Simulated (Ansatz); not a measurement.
## Varying the input for BaF2

All trials start from this Ansatz input:

```yaml
crystal:
  lattice:
    - [0.0, 3.1128654085, 3.1128654085]
    - [3.1128654085, 0.0, 3.1128654085]
    - [3.1128654085, 3.1128654085, 0.0]
  atoms:
    - { symbol: Ba, position: [0.0, 0.0, 0.0] }
    - { symbol: F, position: [0.25, 0.25, 0.25] }
    - { symbol: F, position: [0.75, 0.75, 0.75] }
basis:
  ecutwfc: 420
kpoints:
  mp_grid: { grid: [4, 4, 4] }
hamiltonian:
  xc: pbe
scf:
  occupations: { method: gaussian, width: 0.1 }
output:
  forces: true
  stress: true
  eigenvalues: true
```

Command:

```bash
ansatz run input.yaml --threads 1 --pin off --max-ram 1331MiB --backend cpu --events-out ev --progress --plain --runs-dir out
```

The run converges in 7 SCF iterations on 8 irreducible k-points: pressure 0.55 GPa, gap on the sampled k-points 6.77 eV.

The inputs are trials, many of them unsound on purpose. Their numbers show the effect of the settings and aren't properties of the material. Each trial's input is given as a difference from the reference's; energies are extrapolated to zero smearing where there is one, and pressure is positive in compression. Charged cells sit in a uniform background, and their pressures hang on that convention.

Trial 1:

```diff
+total_charge: -1
 basis:
+  precision: f64
 kpoints:
-  mp_grid: { grid: [4, 4, 4] }
+  mp_grid: { grid: [2, 2, 2] }
 hamiltonian:
+  dispersion: none
 scf:
-  occupations: { method: gaussian, width: 0.1 }
+  occupations: { method: cold, width: "0.01 Ry" }
+  n_extra_bands: 1
+  mixing: { algorithm: anderson }
+  max_iter: 95
```

The run converges in 8 SCF iterations on 3 irreducible k-points: pressure -7.18 GPa (with the neutralising background of the charged cell), no gap.

Trial 2:

```diff
 basis:
-  ecutwfc: 420
+  ecutwfc: "16 Ry"
 scf:
+  n_extra_bands: 3
+  max_iter: 80
+  convergence: { dr2_threshold: "1e-9 eV" }
```

The run converges in 8 SCF iterations on 8 irreducible k-points: energy 4.75 eV per atom above the reference, pressure -1.65 GPa (unreliable at so low a cutoff), gap on the sampled k-points 6.71 eV. It warns that the cutoff lies under the recommended one, 420 eV for these potentials; that the SCF threshold is loose for the stress.

Trial 3:

```diff
 basis:
-  ecutwfc: 420
+  ecutwfc: "14 Ha"
 scf:
-  occupations: { method: gaussian, width: 0.1 }
+  occupations: { method: methfessel_paxton }
```

The run converges in 7 SCF iterations on 8 irreducible k-points: energy 19.9 meV per atom above the reference, pressure 0.53 GPa, gap on the sampled k-points 6.78 eV. It warns that the cutoff lies under the recommended one, 420 eV for these potentials.

Trial 4:

```diff
-basis:
-  ecutwfc: 420
+basis: {}
 kpoints:
-  mp_grid: { grid: [4, 4, 4] }
+  mp_grid: { grid: [1, 1, 1] }
 scf:
-  occupations: { method: gaussian, width: 0.1 }
+  occupations: { method: fermi_dirac, width: 2.7 }
+  mixing: { algorithm: broyden, beta: 0.068 }
+  initial_density: { chi_scale: 0, normalization: atom }
+  max_iter: 20
+relax:
+  adjacent_minimum: "off"
+  f_tol: 0.03
+  max_steps: 30
```

The relaxation ends after 1 step and 11 SCF iterations, 0.00 meV per atom in free energy under its start, at 20.11 Å³/atom: energy 920 meV per atom above the reference (the smearing is far too wide for the extrapolation to zero width), pressure 13.80 GPa. It warns that the SCF threshold is loose for the stress.